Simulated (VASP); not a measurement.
A run of VASP 6.6.1:

File INCAR:

```
SYSTEM = Sc
PREC     = Accurate       ! precision mode
ENCUT    = 520            ! plane-wave cutoff, eV
EDIFF    = 1E-6           ! SCF threshold, eV
ISMEAR   = 0              ! smearing method
SIGMA    = 0.15           ! smearing width, eV
LREAL    = .FALSE.        ! projectors in reciprocal space
LASPH    = .TRUE.         ! aspherical terms in the spheres
NELM     = 100            ! most SCF steps
ALGO     = Fast           ! electronic algorithm
ISIF     = 2              ! what is computed and relaxed
LWAVE    = .FALSE.        ! write WAVECAR
LCHARG   = .FALSE.        ! write CHGCAR
GGA      = PE             ! functional
NBANDS   = 12             ! bands
```

The input KPOINTS:

```
Automatic mesh
0
G
  20 20 20
  0 0 0
```

The input POSCAR:

```
Sc
1.0
   -1.9172054859      1.9172054859      1.7176030000
    1.9172054859     -1.9172054859      1.7176030000
    1.9172054859      1.9172054859     -1.7176030000
Sc
1
Direct
    0.0000000000      0.0000000000      0.0000000000
```

Potentials or basis: VASP PAW PBE potentials, release 64 (Sc_sv).

The run is started by

```console
$ cat potpaw_PBE.64/Sc_sv/POTCAR > POTCAR
$ mpirun -np 1 vasp_std > vasp.out
```

Hardware: 1 thread of Intel(R) Xeon(R) 6975P-C (Granite Rapids), on a shared host.

Question: Estimate the wall time of this run.

Answer: It took 48 s on 1 thread of Intel(R) Xeon(R) 6975P-C (Granite Rapids), on a shared host, peak memory 0.28 GiB. Counts: scf iterations 14, k points 641.
